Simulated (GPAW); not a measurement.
# B/Ru(0001) in an electric field, part 2 of 2

Wanted: the out-of-plane polarisability of B/Ru(0001).

GPAW 26.7.0; GPAW, PAW setups; slab in vacuum, relaxation (the session's first sound run).

So far. Step 5 (In a field): The dipole is now -0.00331 e Å, against 0.035 in the run without a field. Step 8 (Field on): The dipole is now 0.0738 e Å, against 0.035 in the run without a field.

**9. Field on (continued)**

The electrostatic potential energy of an electron (without an applied field's), less the Fermi level, planar mean oscillates, so the rows of the table below give means over windows of 2.18 Å about each position, cut where the curve ends. Its maxima inside the range that stand out by 2 % of the span (Å: eV): 2.3: 6.23, 10.1: -1.27, 12.2: -2.14, 14.4: -0.613, 16.4: -9.61. Its minima: 9.0: -27.2, 11.1: -28.1, 13.2: -28.3, 15.6: -29.1, 16.8: -14.2.

Table of electrostatic potential energy of an electron (without an applied field's), less the Fermi level, planar mean by z; means over each step:

z (Å), electrostatic potential energy of an electron (without an applied field's), less the Fermi level, planar mean (eV) and a bar from the least value:
```
     1.09        6.1 ##############################
     3.27        6.2 ##############################
     5.45        6.2 ##############################
     7.63        0.5 ######################
     9.81      -13.0 ####
    11.99      -14.0 ###
    14.17      -11.5 ######
    16.35      -15.9 
    18.53        2.0 ########################
    20.71        3.0 ##########################
    22.89        3.0 ##########################
    25.07        3.1 ##########################
```

The dipole is now 0.112 e Å, against 0.035 in the run without a field.

**10. Field on**

Input file run.py:

```python
import json
import numpy as np
from ase import Atoms
from gpaw import GPAW, PW
from gpaw.external import ConstantElectricField

slab = Atoms(
    ['Ru', 'Ru', 'Ru', 'Ru', 'B'],
    positions=[
        [2.70000, 1.55885, 9.00000],
        [0.00000, 0.00000, 11.13840],
        [2.70000, 1.55885, 13.24533],
        [0.00000, -0.00000, 15.59152],
        [1.35000, 0.77942, 16.87624]],
    cell=[[2.7, 0.0, 0.0], [1.35, 2.33827, 0.0], [0.0, 0.0, 26.10635]],
    pbc=[True, True, False])

slab.calc = GPAW(mode=PW(500), xc='PBE', kpts={'size': (13, 13, 1), 'gamma': True},
                 occupations={'name': 'fermi-dirac', 'width': 0.1}, nbands='200%',
                 convergence={'density': 1e-05}, maxiter=200,
                 poissonsolver={'dipolelayer': 'xy'},
                 external=ConstantElectricField(0.3, [0, 0, 1]),
                 symmetry={'tolerance': 1e-3}, txt='slab.txt')
result = {}
energy = slab.get_potential_energy()
fermi = slab.calc.get_fermi_level()
v = slab.calc.get_electrostatic_potential().mean((0, 1)) - fermi
n = slab.calc.get_pseudo_density().mean((0, 1))
L = slab.cell[2, 2]
z = np.arange(len(v)) * L / len(v)
low, high = slab.positions[:, 2].min(), slab.positions[:, 2].max()
below, above = np.interp([low - 6.8, high + 6.8], z, v)
slopes = [np.interp(x, z, np.gradient(v, z)) for x in (low - 6.8, high + 6.8)]
eps = np.array([[slab.calc.get_eigenvalues(k, s) for k in range(len(slab.calc.get_ibz_k_points()))]
                for s in range(slab.calc.get_number_of_spins())]) - fermi
top, bottom = eps[eps < 0].max(), eps[eps > 0].min()
dipole = slab.get_dipole_moment()[2]
print(f'energy {energy:.4f} eV, Fermi level {fermi:.4f} eV, dipole {dipole:.5f} e A')
print(f'potential 6.8 A off the faces, from the Fermi level: lower {below:.4f} eV, upper {above:.4f} eV')
print(f'slope of the potential there: lower {slopes[0]:.5f}, upper {slopes[1]:.5f} eV/A')
print(f'nearest levels on the mesh: {top:.4f} and {bottom:.4f} eV')
print('magnetic moment', round(slab.get_magnetic_moment(), 3))
result.update(energy=energy, fermi=fermi, dipole=dipole, below=below, above=above, slopes=slopes, edges=[top, bottom],
              z=z.tolist(), v=v.tolist(), n=n.tolist(), positions=slab.positions.tolist(),
              forces=slab.get_forces(apply_constraint=False).tolist(), moments=slab.get_magnetic_moments().tolist())
json.dump(result, open('result.json', 'w'))
```

On the command line:

```bash
$ OMP_NUM_THREADS=1 OPENBLAS_NUM_THREADS=1 python run.py
```

The job ended after 9.2 min (1 thread of AMD EPYC 7B13 (Zen 3), shared host; peak memory 0.71 GiB).

The electrostatic potential energy of an electron (without an applied field's), less the Fermi level, planar mean oscillates, so the rows of the table below give means over windows of 2.18 Å about each position, cut where the curve ends. Its maxima inside the range that stand out by 2 % of the span (Å: eV): 2.6: 6.82, 10.1: -0.969, 12.2: -2.05, 14.4: -0.748, 16.4: -9.94. Its minima: 9.0: -26.8, 11.1: -27.9, 13.2: -28.3, 15.6: -29.4, 16.8: -14.6.

Electrostatic potential energy of an electron (without an applied field's), less the Fermi level, planar mean against z; means over each step:

| z (Å) | electrostatic potential energy of an electron (without an applied field's), less the Fermi level, planar mean (eV) |
| --- | --- |
| 1.09 | 6.63 |
| 3.27 | 6.82 |
| 5.45 | 6.79 |
| 7.63 | 1.07 |
| 9.81 | -12.6 |
| 11.99 | -13.9 |
| 14.17 | -11.6 |
| 16.35 | -16.2 |
| 18.53 | 1.51 |
| 20.71 | 2.50 |
| 22.89 | 2.50 |
| 25.07 | 2.61 |

The dipole is now 0.151 e Å, against 0.035 in the run without a field.

**11. The series**

The members are put on one axis.

This step: induced dipole against applied field (GPAW 26.7.0).

The dipole along the normal by field:

| field (V/Å) | dipole along the normal (e·Å) |
| --- | --- |
| -0.200 | -0.0419 |
| -0.100 | -0.00331 |
| -0.050 | 0.0160 |
| 0.000 | 0.0353 |
| 0.050 | 0.0545 |
| 0.100 | 0.0738 |
| 0.200 | 0.112 |
| 0.300 | 0.151 |

**12. A changed run**

One more run, with changed settings.

This step: GPAW, PAW setups; slab in vacuum (GPAW 26.7.0).

run.py: that of step 10 with these lines changed.

```diff
@@ -4,3 +4,2 @@
 from gpaw import GPAW, PW
-from gpaw.external import ConstantElectricField
 
@@ -18,6 +17,5 @@
 slab.calc = GPAW(mode=PW(500), xc='PBE', kpts={'size': (13, 13, 1), 'gamma': True},
-                 occupations={'name': 'fermi-dirac', 'width': 0.1}, nbands='200%',
-                 convergence={'density': 1e-05}, maxiter=200,
+                 occupations={'name': 'fermi-dirac', 'width': 0.1}, nbands='80%',
+                 convergence={'density': 1e-05}, maxiter=100,
                  poissonsolver={'dipolelayer': 'xy'},
-                 external=ConstantElectricField(0.3, [0, 0, 1]),
                  symmetry={'tolerance': 1e-3}, txt='slab.txt')
```

The job ended after 0.95 s (1 thread; peak memory 0.1 GiB).

The program refused the input before any cycle.

The program's message: “ValueError: Too few bands! Electrons: 67.0, bands: 80%”

The change that led to it: nbands = "80 % of the filled bands".

**13. What came out**

| Item | Value |
| --- | --- |
| work function, upper and lower face | 4.043 and 5.053 eV |
| dipole along the normal | 0.0353 e Å |
| induced dipole per field | 0.385 e Å per V/Å |
| out-of-plane polarisability per area, α/(ε0 A) | 11.0 Å |

The field induces 0.385 e Å per V/Å, a polarisable thickness α/(ε0 A) of 11.0 Å beside 7.88 Å between the outermost nuclei. A perfect conductor would give the distance between its two image planes; a dielectric of thickness t gives t(1 - 1/ε). The two faces differ by 1.0 eV, the step that the slab's dipole makes (e p/(ε0 A) gives 1.0 eV), so the dipole layer is needed. The induced dipole is linear in the field over this range. The cell of 6.31 Å² holds one B, started on one chosen site; other sites and coverages weren't tried. The in-plane lattice was kept as typed, which isn't the functional's own and leaves some strain; spin-orbit coupling and temperature are left out.

[Logs are printed without paths, hosts, clocks, repeated set-up lines and the standing remarks that a program may print on its own settings, such as how far it seeks lower states.]

[Hosts, paths, dates, database ids (printed as entryN), source tags and the programs' standing remarks are cut or masked in the printed files.]
